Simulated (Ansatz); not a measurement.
**Response of PbSe to small distortions**

```yaml
crystal:
  lattice:
    - [0.00000, 3.06215, 3.06215]
    - [3.06215, 0.00000, 3.06215]
    - [3.06215, 3.06215, 0.00000]
  atoms:
    - { symbol: Pb, position: [0.00000, 0.00000, 0.00000] }
    - { symbol: Se, position: [0.50000, 0.50000, 0.50000] }
```

Atoms are numbered in the order listed.

The cell is COD entry 9008695, as deposited and not checked against the literature; nothing was relaxed.

No spin–orbit coupling, which matters for the heavy atoms here.

All numbers below come from DFT, PBE, all-electron PAW with datasets made for the crystal, scalar-relativistic in Ansatz 0.2.0.

The runs use a Γ-centred 9×9×9 k mesh, Fermi–Dirac smearing of 0.01 eV, cutoff 240 eV (chosen by the program for this cell), no spin polarisation.

The unchanged cell is at 2.33 GPa.

x, y and z are the Cartesian axes of the cell as listed; fractional coordinates follow a strain, and an engineering shear is twice the off-diagonal strain component.

Vzz stands for the principal value of largest size of the field-gradient tensor, whatever its axis.

Spin–orbit coupling is left out, which moves gradients at and beside heavy atoms by some per cent and at worst by a factor of two.

One change gave: energy change +4 meV/atom; stress change (xx, yy, zz, yz, xz, xy) 0.00, 0.00, 0.00, -0.54, -0.54, -0.54 GPa, compression positive; Vzz in 10²¹ V/m²: Pb1 0 → -1.07 (η = 0.00), Se2 0 → 2.15 (η = 0.00). Which change was it?
A. equal xy, yz and zx engineering shear strains of +3 %
B. equal xy, yz and zx engineering shear strains of +1 %
C. equal xy, yz and zx engineering shear strains of -1 %
D. equal xy, yz and zx engineering shear strains of -2 %
E. equal xy, yz and zx engineering shear strains of -3 %
F. equal xy, yz and zx engineering shear strains of +2 %

A. For equal xy, yz and zx engineering shear strains of -3 %: energy change +4 meV/atom; stress change (xx, yy, zz, yz, xz, xy) 0.00, 0.00, 0.00, 0.47, 0.47, 0.47 GPa, compression positive; Vzz in 10²¹ V/m²: Pb1 0 → 1.19 (η = 0.00), Se2 0 → -2.13 (η = 0.00). For equal xy, yz and zx engineering shear strains of -1 %: energy change under 1 meV/atom; stress change (xx, yy, zz, yz, xz, xy) 0.00, 0.00, 0.00, 0.17, 0.17, 0.17 GPa, compression positive; Vzz in 10²¹ V/m²: Pb1 0 → 0.38 (η = 0.00), Se2 0 → -0.71 (η = 0.00). For equal xy, yz and zx engineering shear strains of +2 %: energy change +2 meV/atom; stress change (xx, yy, zz, yz, xz, xy) 0.00, 0.00, 0.00, -0.35, -0.35, -0.35 GPa, compression positive; Vzz in 10²¹ V/m²: Pb1 0 → -0.73 (η = 0.00), Se2 0 → 1.43 (η = 0.00). For equal xy, yz and zx engineering shear strains of -2 %: energy change +2 meV/atom; stress change (xx, yy, zz, yz, xz, xy) 0.00, 0.00, 0.00, 0.32, 0.32, 0.32 GPa, compression positive; Vzz in 10²¹ V/m²: Pb1 0 → 0.78 (η = 0.00), Se2 0 → -1.42 (η = 0.00). For equal xy, yz and zx engineering shear strains of +1 %: energy change under 1 meV/atom; stress change (xx, yy, zz, yz, xz, xy) 0.00, 0.00, 0.00, -0.17, -0.17, -0.17 GPa, compression positive; Vzz in 10²¹ V/m²: Pb1 0 → -0.37 (η = 0.00), Se2 0 → 0.71 (η = 0.00).
